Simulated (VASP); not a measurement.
## PbF2: band structure with PBE

The system is PbF2.

```
Pb F
1.0
     6.56359    0.00000    0.00000
     0.00000    3.94133    0.00000
     0.00000    0.00000    7.80503
Pb F
4 8
Direct
  0.74271 0.75000 0.09818
  0.25729 0.25000 0.90182
  0.75729 0.25000 0.59818
  0.24271 0.75000 0.40182
  0.14157 0.75000 0.07166
  0.85843 0.25000 0.92834
  0.35843 0.25000 0.57166
  0.64157 0.75000 0.42834
  0.51659 0.75000 0.85227
  0.48341 0.25000 0.14773
  0.98341 0.25000 0.35227
  0.01659 0.75000 0.64773
```

```
Program                : VASP 6.6.1
Task                   : band structure
Functional             : PBE
Potentials or basis    : VASP PAW PBE potentials, release 64 (Pb_d, F)
Cutoff                 : 520 eV
k mesh                 : 4 × 8 × 4
Occupations            : gaussian, width 0.03 eV
Spin                   : no spin polarisation
Further INCAR settings : ALGO = Normal; EDIFF = 1e-06; NBANDS = 68
```

| Quantity | Value |
| --- | --- |
| Pressure | 0.1 GPa |
| Largest force | 0.004 eV/Å |
| Band gap on the k mesh | 4.41 eV, indirect (least direct gap 4.58 eV) |
| Band gap along the path | 4.41 eV, indirect (least direct gap 4.58 eV) |

Forces in eV/Å, atoms in the order of the input:
```
Pb   0.001  0.000 -0.003
Pb  -0.001  0.000  0.003
Pb  -0.001  0.000 -0.003
Pb   0.001  0.000  0.003
F   -0.002  0.000 -0.003
F    0.002  0.000  0.003
F    0.002  0.000 -0.003
F   -0.002  0.000  0.003
F    0.000  0.000 -0.002
F    0.000  0.000  0.002
F    0.000  0.000 -0.002
F    0.000  0.000  0.002
```

Levels at the corners of the path, in eV from the valence-band top:
| point | band 53 | band 54 | band 55 | band 56 | band 57 | band 58 | band 59 | band 60 |
| --- | --- | --- | --- | --- | --- | --- | --- | --- |
| Γ | -1.51 | -0.40 | -0.29 | -0.17 | 4.41 | 4.74 | 5.60 | 5.87 |
| X | -0.53 | -0.53 | -0.14 | -0.14 | 4.90 | 4.90 | 5.55 | 5.55 |
| X | -0.53 | -0.53 | -0.14 | -0.14 | 4.90 | 4.90 | 5.55 | 5.55 |
| S | -0.43 | -0.43 | -0.43 | -0.43 | 4.90 | 4.90 | 4.90 | 4.90 |
| S | -0.43 | -0.43 | -0.43 | -0.43 | 4.90 | 4.90 | 4.90 | 4.90 |
| Y | -0.86 | -0.86 | -0.24 | -0.24 | 4.43 | 4.43 | 5.43 | 5.43 |
| Y | -0.86 | -0.86 | -0.24 | -0.24 | 4.43 | 4.43 | 5.43 | 5.43 |
| Γ | -1.51 | -0.40 | -0.29 | -0.17 | 4.41 | 4.74 | 5.60 | 5.87 |
| Γ | -1.51 | -0.40 | -0.29 | -0.17 | 4.41 | 4.74 | 5.60 | 5.87 |
| Z | -1.08 | -1.08 | -0.18 | -0.18 | 5.04 | 5.04 | 5.71 | 5.71 |
| Z | -1.08 | -1.08 | -0.18 | -0.18 | 5.04 | 5.04 | 5.71 | 5.71 |
| U | -0.35 | -0.35 | -0.22 | -0.22 | 4.48 | 4.48 | 5.92 | 5.92 |
| U | -0.35 | -0.35 | -0.22 | -0.22 | 4.48 | 4.48 | 5.92 | 5.92 |
| R | -0.40 | -0.40 | -0.40 | -0.40 | 4.80 | 4.80 | 4.80 | 4.80 |
| R | -0.40 | -0.40 | -0.40 | -0.40 | 4.80 | 4.80 | 4.80 | 4.80 |
| T | -0.57 | -0.57 | -0.52 | -0.52 | 4.74 | 4.74 | 5.00 | 5.00 |
| T | -0.57 | -0.57 | -0.52 | -0.52 | 4.74 | 4.74 | 5.00 | 5.00 |
| Z | -1.08 | -1.08 | -0.18 | -0.18 | 5.04 | 5.04 | 5.71 | 5.71 |
| Y | -0.86 | -0.86 | -0.24 | -0.24 | 4.43 | 4.43 | 5.43 | 5.43 |
| T | -0.57 | -0.57 | -0.52 | -0.52 | 4.74 | 4.74 | 5.00 | 5.00 |
| U | -0.35 | -0.35 | -0.22 | -0.22 | 4.48 | 4.48 | 5.92 | 5.92 |
| X | -0.53 | -0.53 | -0.14 | -0.14 | 4.90 | 4.90 | 5.55 | 5.55 |
| S | -0.43 | -0.43 | -0.43 | -0.43 | 4.90 | 4.90 | 4.90 | 4.90 |
| R | -0.40 | -0.40 | -0.40 | -0.40 | 4.80 | 4.80 | 4.80 | 4.80 |

Core levels (eV, on the scale of the bands):
```
atom                                                                                                                                      levels
1 Pb  1s -88083.1, 2s -15744.6, 2p -13499.4, 3s -3772.9, 3p -3129.4, 3d -2474.5, 4s -847.4, 4p -636.6, 4d -393.0, 4f -124.1, 5s -135.3, 5p -77.0
2 Pb  1s -88083.1, 2s -15744.6, 2p -13499.4, 3s -3772.9, 3p -3129.4, 3d -2474.5, 4s -847.4, 4p -636.6, 4d -393.0, 4f -124.1, 5s -135.3, 5p -77.0
3 Pb  1s -88083.1, 2s -15744.6, 2p -13499.4, 3s -3772.9, 3p -3129.4, 3d -2474.5, 4s -847.4, 4p -636.6, 4d -393.0, 4f -124.1, 5s -135.3, 5p -77.0
4 Pb  1s -88083.1, 2s -15744.6, 2p -13499.4, 3s -3772.9, 3p -3129.4, 3d -2474.5, 4s -847.4, 4p -636.6, 4d -393.0, 4f -124.1, 5s -135.3, 5p -77.0
 5 F                                                                                                                                   1s -650.4
 6 F                                                                                                                                   1s -650.4
```

Run time: 5.8 min on 4 MPI ranks on Intel(R) Xeon(R) 6975P-C (Granite Rapids), with other jobs on the host, peak memory 0.85 GiB a rank.

Caveat: spin-orbit coupling is left out, which as a rule narrows the gap of such compounds by several tenths of an eV.
